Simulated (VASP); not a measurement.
# KCl (Pm-3m) in VASP: a series of runs

Runs on KCl. Level: PBE. Tasks: single point.

All numbers are computed with VASP 6.6.1; they aren't measurements. Logs are shortened: lines on timing, memory, paths and dates and some standing lists are left out, and cuts for length are marked.

### 1 Starting point

Symmetry: Pm-3m, No. 221, cubic system. The conventional cell has a = 3.839 Å, b = 3.839 Å, c = 3.839 Å, α = 90.00°, β = 90.00°, γ = 90.00°. Around K (site symmetry m-3m) lie 8 Cl at 3.32 Å. Cl (site symmetry m-3m) is surrounded by 8 K at 3.32 Å.

Measurements of this composition are mostly on another form, of space group No. 225.

### 2 Single point, PBE

The input, INCAR:

```
SYSTEM = KCl
PREC = Accurate ; ENCUT = 500
EDIFF = 1E-6 ; ISMEAR = 0
SIGMA = 0.05 ; LREAL = .False.
LASPH = .True. ; NELM = 100
ALGO = Normal ; ISIF = 2
LWAVE = .False. ; LCHARG = .False.
GGA = PE ; NBANDS = 15
ADDGRID = .False.
```

The input, KPOINTS:

```
regular mesh
0
Gamma
  3 3 3
  0 0 0
```

The input, POSCAR:

```
KCl
1.0
    3.8391960000      0.0000000000      0.0000000000
    0.0000000000      3.8391960000      0.0000000000
    0.0000000000      0.0000000000      3.8391960000
K Cl
1 1
Direct
    0.0405710000      0.0040460000      0.0049320000
    0.5021390000      0.4938510000      0.4988730000
```

Potentials or basis: VASP PAW PBE potentials, release 64 (K_sv, Cl_h).

Launch:

```sh
> cat potpaw_PBE.64/K_sv/POTCAR potpaw_PBE.64/Cl_h/POTCAR > POTCAR
> mpirun -np 1 vasp_std > vasp.out
```

OUTCAR:

```text
SYSTEM = KCl
   PREC = Accurate
   ENCUT = 500
   EDIFF = 1E-6
   ISMEAR = 0
   LREAL = .False.
   LASPH = .True.
   NELM = 100
   ISIF = 2
   GGA = PE

 Found     14 irreducible k-points:

 Following reciprocal coordinates:
            Coordinates               Weight
  0.000000  0.000000  0.000000      1.000000
  0.333333  0.000000  0.000000      2.000000
  0.000000  0.333333  0.000000      2.000000
  0.000000  0.000000  0.333333      2.000000
  0.333333  0.333333  0.000000      2.000000
  0.000000  0.333333  0.333333      2.000000
   k-points           NKPTS =     14   k-points in BZ     NKDIM =     14   number of bands    NBANDS=     15
   number of dos      NEDOS =    301   number of ions     NIONS =      2
   total plane-waves  NPLWV =  21952
   dimension x,y,z NGX =    28 NGY =   28 NGZ =   28
   dimension x,y,z NGXF=    56 NGYF=   56 NGZF=   56
   ions per type =               1   1
   NGX,Y,Z   is equivalent  to a cutoff of  12.12, 12.12, 12.12 a.u.
   NGXF,Y,Z  is equivalent  to a cutoff of  24.25, 24.25, 24.25 a.u.
 SYSTEM =  KCl
   PREC   = accura    normal or accurate (medium, high low for compatibility)
   ISTART =      0    job   : 0-new  1-cont  2-samecut
   ICHARG =      2    charge: 1-file 2-atom 10-const
   ISPIN  =      1    spin polarized calculation?
   LNONCOLLINEAR =      F non collinear calculations
   LSORBIT =      F    spin-orbit coupling
   LASPH  =      T    aspherical Exc in radial PAW
   ENCUT  =  500.0 eV  36.75 Ry    6.06 a.u.   7.00  7.00  7.00*2*pi/ulx,y,z
   NELM   =    100;   NELMIN=  2; NELMDL= -5     # of ELM steps
   EDIFF  = 0.1E-05   stopping-criterion for ELM
   LREAL  =      F    real-space projection
   EDIFFG = 0.1E-04   stopping-criterion for IOM
   NSW    =      0    number of steps for IOM
   IBRION =     -1    ionic relax: 0-MD 1-quasi-New 2-CG
   NFREE  =      0    steps in history (QN), initial steepest desc. (CG)
   ISIF   =      2    stress and relaxation
   ISYM   =      2    0-nonsym 1-usesym 2-fastsym
   POTIM  = 0.5000    time-step for ionic-motion
   TEBEG  =    0.0;   TEEND  =   0.0 temperature during run
   PSTRESS=    0.0 pullay stress
   NELECT =      16.0000    total number of electrons
   NUPDOWN=      -1.0000    fix difference up-down
   EMIN   =  10.00;   EMAX   =-10.00  energy-range for DOS
   EFERMI =   0.00;   METHOD = LEGACY
   ISMEAR =     0;   SIGMA  =   0.05  broadening in eV -4-tet -1-fermi 0-gaus
   EFERMI_NEDOS =   21; number of points for ismear=-14 and -15
   IALGO  =     38    algorithm
   IMIX   =      4    mixing-type and parameters
     AMIX     =   0.40;   BMIX     =  1.00
     AMIX_MAG =   1.60;   BMIX_MAG =  1.00
  volume/ion in A,a.u.               =      28.29       190.94
  Fermi-wavevector in a.u.,A,eV,Ry     =   1.074504  2.030517 15.708715  1.154558
  Thomas-Fermi vector in A             =   2.210334
   LORBIT       =      0    0 simple, 1 ext, 2 COOP (PROOUT), +10 PAW based schemes
   GGA     = PE    functional components
   LHFCALC =     F    Hartree Fock is set to
   AEXX    =    0.0000 exact exchange contribution
   IVDW    =     0    specifies the selected vdW correction
   LEPSILON=     F    determine dielectric tensor
   LRPA    =     F    only Hartree local field effects (RPA)
 non-spin polarized calculation
 Gauss-broadening in eV      SIGMA  =   0.05
  energy-cutoff  :      500.00
  volume of cell :       56.59
 maximum number of plane-waves:      1436
   NGX = 13   NGY = 13   NGZ = 13

 number of electron      15.9999997 magnetization

 Free energy of the ion-electron system (eV)
  ---------------------------------------------------
  ext. energy  EPLUGINS =         0.00000000
  ---------------------------------------------------
  free energy    TOTEN  =        -6.63185306 eV

  energy without entropy =       -6.63185306  energy(sigma->0) =       -6.63185306

 E-fermi :  -0.3363     XC(G=0):  -8.0855

 val. band max:       -0.6743900909   @ k =   0.0000  -0.3333   0.3333
 cond. band min:       4.2050682863   @ k =   0.0000   0.0000   0.0000
 fundamental gap:      4.8794583771
 Fermi energy:        -0.3363220105

 k-point     1 :       0.0000    0.0000    0.0000
  band No.  band energies     occupation
      1     -28.6544      2.00000
      2     -13.1560      2.00000
      3     -12.0410      2.00000
      4     -12.0409      2.00000
      5     -12.0353      2.00000
      6      -0.7929      2.00000
      7      -0.7891      2.00000
      8      -0.7879      2.00000
      9       4.2051      0.00000
     10       5.9673      0.00000
     11       6.0218      0.00000
     12      10.0183      0.00000
     13      10.0567      0.00000
     14      10.0578      0.00000
     15      12.7589      0.00000

 k-point     2 :       0.3333    0.0000    0.0000
  band No.  band energies     occupation
      1     -28.6402      2.00000
      2     -13.2865      2.00000
      3     -12.0190      2.00000
      4     -12.0184      2.00000
      5     -11.9273      2.00000
      6      -2.0166      2.00000
      7      -0.7926      2.00000
      8      -0.7920      2.00000
      9       6.0979      0.00000
     10       6.7854      0.00000
     11       7.5262      0.00000
     12       9.8316      0.00000
     13       9.8456      0.00000
     14      10.4370      0.00000
     15      10.4568      0.00000
[... 41 lines left out ...]
      3     -12.2078      2.00000
      4     -12.0116      2.00000
      5     -11.9992      2.00000
      6      -1.7764      2.00000
      7      -1.5754      2.00000
      8      -0.6843      2.00000
      9       6.1896      0.00000
     10       6.8980      0.00000
     11       8.6747      0.00000
     12       8.8874      0.00000
     13       9.2515      0.00000
     14       9.3216      0.00000
     15      11.5855      0.00000

 k-point     6 :       0.0000    0.3333    0.3333
  band No.  band energies     occupation
      1     -28.6267      2.00000
      2     -13.1080      2.00000
      3     -12.2071      2.00000
      4     -12.0216      2.00000
      5     -11.9992      2.00000
      6      -1.7785      2.00000
      7      -1.5764      2.00000
      8      -0.6744      2.00000
      9       6.1716      0.00000
     10       6.9028      0.00000
     11       8.6301      0.00000
     12       8.9624      0.00000
     13       9.2542      0.00000
     14       9.4466      0.00000
     15      11.4311      0.00000

 [... further k-points ...]

------------------------ aborting loop because EDIFF is reached ----------------------------------------

  FORCE on cell =-STRESS in cart. coord.  units (eV):
  Direction    XX          YY          ZZ          XY          YZ          ZX
  --------------------------------------------------------------------------------------
  -------------------------------------------------------------------------------------
  Total        0.0620191      0.0717281      0.0720717      0.0246350      0.0041368      0.0147190
  in kB        1.7559625      2.0308570      2.0405850      0.6974972      0.1171258      0.4167430
  external PRESSURE =       1.9424682 kB  Pullay stress =       0.0000000 kB

 VOLUME and BASIS-vectors are now :
 -----------------------------------------------------------------------------
  energy-cutoff  :      500.00
  volume of cell :       56.59
      direct lattice vectors                 reciprocal lattice vectors
     3.839196000  0.000000000  0.000000000     0.260471203  0.000000000  0.000000000
     0.000000000  3.839196000  0.000000000     0.000000000  0.260471203  0.000000000
     0.000000000  0.000000000  3.839196000     0.000000000  0.000000000  0.260471203

 POSITION                                       TOTAL-FORCE (eV/Angst)
 -----------------------------------------------------------------------------------
      0.15576      0.01553      0.01893        -0.094429     -0.026995     -0.016124
      1.92781      1.89599      1.91527         0.094429      0.026995      0.016124
 -----------------------------------------------------------------------------------
    total drift:                                0.000687     -0.000532     -0.000296

  FREE ENERGIE OF THE ION-ELECTRON SYSTEM (eV)
  ---------------------------------------------------
  free  energy   TOTEN  =        -6.6318530563 eV

  energy  without entropy=       -6.6318530563  energy(sigma->0) =       -6.63185306
```

stdout:

```text
POSCAR found type information on POSCAR K Cl
 POSCAR found :  2 types and       2 ions
 scaLAPACK will be used
 LDA part: xc-table for (Slater+PW92), standard interpolation
 POSCAR, INCAR and KPOINTS ok, starting setup
 FFT: planning ... GRIDC
 FFT: planning ... GRID_SOFT
 FFT: planning ... GRID
 WAVECAR not read
 entering main loop
```

Wall time 5.4 s (1 thread of Intel Xeon 6975P-C (Granite Rapids), shared host); peak memory 0.15 GiB.

The run converged, but some of its settings lie outside the range that counts as converged, so its numbers aren't taken as properties of the crystal.

Results:

```
Free energy            : -6.6319 eV
Pressure               : 0.2 GPa
Largest force          : 0.100 eV/Å
Band gap on the k mesh : 4.88 eV, indirect (least direct gap 4.99 eV)
```

Caveat: the k mesh is coarse (spacing up to 0.55 Å⁻¹), so the values aren't converged; the cutoff is under 1.25 times the usual one of these potentials, so pressure, stress and relaxed cells hold a basis-set (Pulay) error; an odd mesh through Γ misses points on the zone boundary, where band edges often lie.

### 3 Single point, PBE

INCAR, as its differences from that of step 2:

```diff
@@ -1,3 +1,3 @@
 SYSTEM = KCl
-PREC = Accurate ; ENCUT = 500
+PREC = Accurate ; ENCUT = 600
 EDIFF = 1E-6 ; ISMEAR = 0
```

KPOINTS is that of step 2.

The input, POSCAR:

```
KCl
1.0
    3.8391960000      0.0000000000      0.0000000000
    0.0000000000      3.8391960000      0.0000000000
    0.0000000000      0.0000000000      3.8391960000
K Cl
1 1
Direct
    0.0000000000      0.0000000000      0.0000000000
    0.5000000000      0.5000000000      0.5000000000
```

Potentials or basis: VASP PAW PBE potentials, release 64 (K_sv, Cl_h).

Launch:

```sh
> cat potpaw_PBE.64/K_sv/POTCAR potpaw_PBE.64/Cl_h/POTCAR > POTCAR
> mpirun -np 1 vasp_std > vasp.out
```

Wall time 3.1 s (1 thread of Intel Xeon 6975P-C (Granite Rapids), shared host); peak memory 0.17 GiB.

The run converged, but some of its settings lie outside the range that counts as converged, so its numbers aren't taken as properties of the crystal.

Results:

```
Free energy            : -6.6404 eV
Pressure               : 0.2 GPa
Band gap on the k mesh : 4.88 eV, indirect (least direct gap 4.99 eV)
```

Caveat: the k mesh is coarse (spacing up to 0.55 Å⁻¹), so the values aren't converged; an odd mesh through Γ misses points on the zone boundary, where band edges often lie.

### 4 Single point, PBE

INCAR is that of step 3.

KPOINTS is that of step 3.

The input, POSCAR:

```
KCl
1.0
    3.8391960000      0.0000000000      0.0000000000
    0.0000000000      3.8391960000      0.0000000000
    0.0000000000      0.0000000000      3.8391960000
K Cl
1 1
Direct
    0.0405710000      0.0040460000      0.0049320000
    0.5021390000      0.4938510000      0.4988730000
```

Launch:

```sh
> cat potpaw_PBE.64/K_sv/POTCAR potpaw_PBE.64/Cl_h/POTCAR > POTCAR
> mpirun -np 1 vasp_std > vasp.out
```

It took 5.2 s on 1 thread of Intel Xeon 6975P-C (Granite Rapids), shared host; peak memory 0.17 GiB.

The run converged, but some of its settings lie outside the range that counts as converged, so its numbers aren't taken as properties of the crystal.

Results:

```
Free energy            : -6.6329 eV
Pressure               : 0.3 GPa
Largest force          : 0.099 eV/Å
Band gap on the k mesh : 4.88 eV, indirect (least direct gap 4.99 eV)
```

Caveat: the k mesh is coarse (spacing up to 0.55 Å⁻¹), so the values aren't converged; an odd mesh through Γ misses points on the zone boundary, where band edges often lie.
